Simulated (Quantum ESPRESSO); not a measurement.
# BaTiO3 (Barioperovskite) (Amm2) in Quantum ESPRESSO: equation of state, part 2 of 2

Quantum ESPRESSO 7.5. The steps go on from the part before.

## 7. Single point, PBEsol, 13.38 Å³/atom

Contents of pw.in:

```
&CONTROL
  calculation = 'scf'
  prefix = 'pwscf'
  outdir = './tmp'
  pseudo_dir = './pseudo'
  tstress = .true.
  disk_io = 'nowf'
/
&SYSTEM
  ibrav = 0
  nat = 5
  ntyp = 3
  ecutwfc = 45
  ecutrho = 360
  nbnd = 28
  occupations = 'smearing'
  smearing = 'fd'
  degauss = 0.00367493
/
&ELECTRONS
  conv_thr = 1d-09
  electron_maxstep = 120
  mixing_beta = 0.5
/
ATOMIC_SPECIES
Ba   137.3270 ba_pbesol_v1.uspp.F.UPF
Ti    47.8670 ti_pbesol_v1.4.uspp.F.UPF
O     15.9990 o_pbesol_v1.2.uspp.F.UPF
CELL_PARAMETERS angstrom
   4.0379468039    0.0000000000    0.0000000000
   0.0000000000    2.8742319127    2.8825904778
   0.0000000000   -2.8742319127    2.8825904778
ATOMIC_POSITIONS crystal
Ba     0.0000000000    0.0000000000    0.0000000000
Ti     0.5000000000    0.5124000000    0.5124000000
O      0.5000000000    0.9918400000    0.5052400000
O      0.5000000000    0.5052400000    0.9918400000
O      0.0000000000    0.4874000000    0.4874000000
K_POINTS automatic
7 7 7 0 0 0
```

Potentials or basis: GBRV 1.5 PBEsol.

The run is started by

```
OMP_NUM_THREADS=1 mpirun -n 2 pw.x -nk 2 -in pw.in > pw.out
```

pw.out:

```text
This program is part of the open-source Quantum ESPRESSO suite
     for quantum simulation of materials; please cite
[... 13 lines left out ...]
     --------------------
     sticks:   dense  smooth     PW     G-vecs:    dense   smooth      PW
     Sum        1681     845    241                52091    18433    2953

     Using Slab Decomposition

     bravais-lattice index     =            0
     lattice parameter (alat)  =       7.6306  a.u.
     unit-cell volume          =     451.5355 (a.u.)^3
     number of atoms/cell      =            5
     number of atomic types    =            3
     number of electrons       =        40.00
     number of Kohn-Sham states=           28
     kinetic-energy cutoff     =      45.0000  Ry
     charge density cutoff     =     360.0000  Ry
     scf convergence threshold =      1.0E-09
     mixing beta               =       0.5000
     number of iterations used =            8  plain     mixing
     Exchange-correlation= SLA  PW   PSX  PSC
                           (   1   4  10   8   0   0   0)

     celldm(1)=   7.630614  celldm(2)=   0.000000  celldm(3)=   0.000000
     celldm(4)=   0.000000  celldm(5)=   0.000000  celldm(6)=   0.000000

     crystal axes: (cart. coord. in units of alat)
               a(1) = (   1.000000   0.000000   0.000000 )
               a(2) = (   0.000000   0.711805   0.713875 )
               a(3) = (   0.000000  -0.711805   0.713875 )

     reciprocal axes: (cart. coord. in units 2 pi/alat)
               b(1) = (  1.000000  0.000000 -0.000000 )
               b(2) = ( -0.000000  0.702439  0.700402 )
               b(3) = (  0.000000 -0.702439  0.700402 )

     PseudoPot. # 1 for Ba read from file:
     ba_pbesol_v1.uspp.F.UPF
     Pseudo is Ultrasoft + core correction, Zval = 10.0
     Generated by new atomic code, or converted to UPF format
     Using radial grid of  907 points,  7 beta functions with:
                l(1) =   0
                l(2) =   0
                l(3) =   1
                l(4) =   1
                l(5) =   2
                l(6) =   2
                l(7) =   3
     Q(r) pseudized with  6 coefficients,  rinner =    1.700   1.700   1.700
                                                       1.700   1.700   1.700
                                                       1.700

     PseudoPot. # 2 for Ti read from file:
     ti_pbesol_v1.4.uspp.F.UPF
     Pseudo is Ultrasoft + core correction, Zval = 12.0
     Generated by new atomic code, or converted to UPF format
[... 35 lines left out ...]
         3        O      tau(   3) = (   0.5000000   0.3463645   1.0687284  )
         4        O      tau(   4) = (   0.5000000  -0.3463645   1.0687284  )
         5        O      tau(   5) = (   0.0000000  -0.0000000   0.6958856  )

     number of k points=    64  Fermi-Dirac smearing, width (Ry)=  0.0037
                       cart. coord. in units 2pi/alat
        k(    1) = (   0.0000000   0.0000000   0.0000000), wk =   0.0058309
        k(    2) = (   0.0000000  -0.1003485   0.1000575), wk =   0.0233236
        k(    3) = (   0.0000000  -0.2006969   0.2001150), wk =   0.0233236
        k(    4) = (   0.0000000  -0.3010454   0.3001725), wk =   0.0233236
        k(    5) = (   0.0000000  -0.0000000   0.2001150), wk =   0.0116618
        k(    6) = (   0.0000000  -0.1003485   0.3001725), wk =   0.0233236
[... 56 lines left out ...]
        k(   63) = (   0.4285714   0.0000000   0.6003449), wk =   0.0233236
        k(   64) = (   0.4285714   0.6020908  -0.0000000), wk =   0.0233236

     Dense  grid:    52091 G-vectors     FFT dimensions: (  48,  48,  48)

     Smooth grid:    18433 G-vectors     FFT dimensions: (  36,  36,  36)

     Check: negative core charge=   -0.000006

     Initial potential from superposition of free atoms

     starting charge      38.9861, renormalised to      40.0000

     negative rho (up, down):  1.006E-01 0.000E+00
     Starting wfcs are   35 randomized atomic wfcs

     Self-consistent Calculation

     iteration #  1     ecut=    45.00 Ry     beta= 0.50
     Davidson diagonalization with overlap
     ethr =  1.00E-02,  avg # of iterations =  2.0

     negative rho (up, down):  9.516E-02 0.000E+00
[... 37 lines left out ...]
     total energy              =    -286.72952229 Ry
     estimated scf accuracy    <       0.00031134 Ry

     iteration #  6     ecut=    45.00 Ry     beta= 0.50
     Davidson diagonalization with overlap
     c_bands:  1 eigenvalues not converged
     c_bands:  1 eigenvalues not converged
     ethr =  7.78E-07,  avg # of iterations =  7.7

     negative rho (up, down):  8.989E-02 0.000E+00

     total energy              =    -286.72961370 Ry
     estimated scf accuracy    <       0.00019136 Ry
[... 46 lines left out ...]
     iteration # 12     ecut=    45.00 Ry     beta= 0.50
     Davidson diagonalization with overlap
     ethr =  2.72E-12,  avg # of iterations =  1.7

     negative rho (up, down):  8.989E-02 0.000E+00

     End of self-consistent calculation

          k = 0.0000 0.0000 0.0000 (  2317 PWs)   bands (ev):

   -46.7571 -23.0849 -23.0842 -23.0702 -15.0846  -7.0041  -6.3153  -6.2994
    -0.2715  -0.2661  -0.2516   7.3392   7.3412   7.3420   8.4877   8.5416
     8.5948   9.2917   9.3897   9.4324  11.4226  11.4826  11.6305  13.4870
    13.5274  14.5744  14.6633  16.4403
[... 437 lines left out ...]
   -46.7555 -23.1190 -23.1183 -23.1078 -14.8728  -6.2164  -6.1622  -6.1218
    -0.8674  -0.8265  -0.7462   5.3619   6.0393   6.0737   7.0805   7.2542
     7.2628   9.4761   9.5146   9.5739  13.5277  13.5699  13.5800  16.1697
    16.3273  16.4986  16.9653  17.0778

     the Fermi energy is    10.5616 ev

!    total energy              =    -286.72964283 Ry
     estimated scf accuracy    <          1.0E-11 Ry
     smearing contrib. (-TS)   =      -0.00000000 Ry
     internal energy E=F+TS    =    -286.72964283 Ry

     The total energy is F=E-TS. E is the sum of the following terms:
     one-electron contribution =     -76.24733406 Ry
     hartree contribution      =      60.88464520 Ry
     xc contribution           =     -67.13693160 Ry
     ewald contribution        =    -204.23002237 Ry

     convergence has been achieved in  12 iterations

     Computing stress (Cartesian axis) and pressure

     negative rho (up, down):  8.989E-02 0.000E+00
          total   stress  (Ry/bohr**3)                   (kbar)     P=      -88.40
  -0.00059408   0.00000000   0.00000000          -87.39        0.00        0.00
   0.00000000  -0.00058494   0.00000000            0.00      -86.05        0.00
   0.00000000   0.00000000  -0.00062376            0.00        0.00      -91.76

=------------------------------------------------------------------------------=
   JOB DONE.
=------------------------------------------------------------------------------=
```

It took 70 s on 2 MPI ranks of Intel Xeon Platinum 8375C at 2.90GHz (Ice Lake), shared host; peak memory 0.52 GiB.

Results:

```
Free energy            : -3901.1555 eV
Pressure               : -8.8 GPa
Band gap on the k mesh : 1.84 eV, indirect (least direct gap 1.99 eV)
```

Caveat: spin-orbit coupling is left out, which moves the levels of the heavy elements; an odd mesh through Γ misses points on the zone boundary, where band edges often lie.

## 8. Single point, PBEsol, 13.64 Å³/atom

Edit pw.in of step 7 so:

```diff
@@ -29,5 +29,5 @@
 CELL_PARAMETERS angstrom
-   4.0379468039    0.0000000000    0.0000000000
-   0.0000000000    2.8742319127    2.8825904778
-   0.0000000000   -2.8742319127    2.8825904778
+   4.0636669038    0.0000000000    0.0000000000
+   0.0000000000    2.8925396159    2.9009514217
+   0.0000000000   -2.8925396159    2.9009514217
 ATOMIC_POSITIONS crystal
```

The run is started by

```
OMP_NUM_THREADS=1 mpirun -n 2 pw.x -nk 2 -in pw.in > pw.out
```

It took 77 s on 2 MPI ranks of Intel Xeon Platinum 8375C at 2.90GHz (Ice Lake), shared host; peak memory 0.54 GiB.

Results (log left out):

```yaml
Free_energy: -3901.0752 eV
Pressure: -11.3 GPa
Band_gap_on_the_k_mesh: 1.80 eV, indirect (least direct gap 1.97 eV)
```

Caveat: spin-orbit coupling is left out, which moves the levels of the heavy elements; an odd mesh through Γ misses points on the zone boundary, where band edges often lie.

## 9. Equation of state, PBEsol

Potentials or basis: GBRV 1.5 PBEsol.

This step only gathers the single runs of the series.

Results:

| Property | Result |
| --- | --- |
| Equilibrium volume | 12.66 Å³/atom |
| Bulk modulus at fixed shape and positions | 178 GPa |
| Pressure derivative of the bulk modulus | 4.5 |

Energy against volume, from the lowest point:
| volume (Å³/atom) | energy (meV/atom) |
| --- | --- |
| 12.095 | 15.06 |
| 12.353 | 4.20 |
| 12.610 | 0.00 |
| 12.867 | 1.76 |
| 13.125 | 8.83 |
| 13.382 | 20.65 |
| 13.639 | 36.72 |

Caveat: the cell was scaled at fixed shape and fractional positions, which overstates the stiffness of a crystal with free parameters, most of all of layers and chains. The run has no spin-orbit coupling, so splittings on Ba are missing.
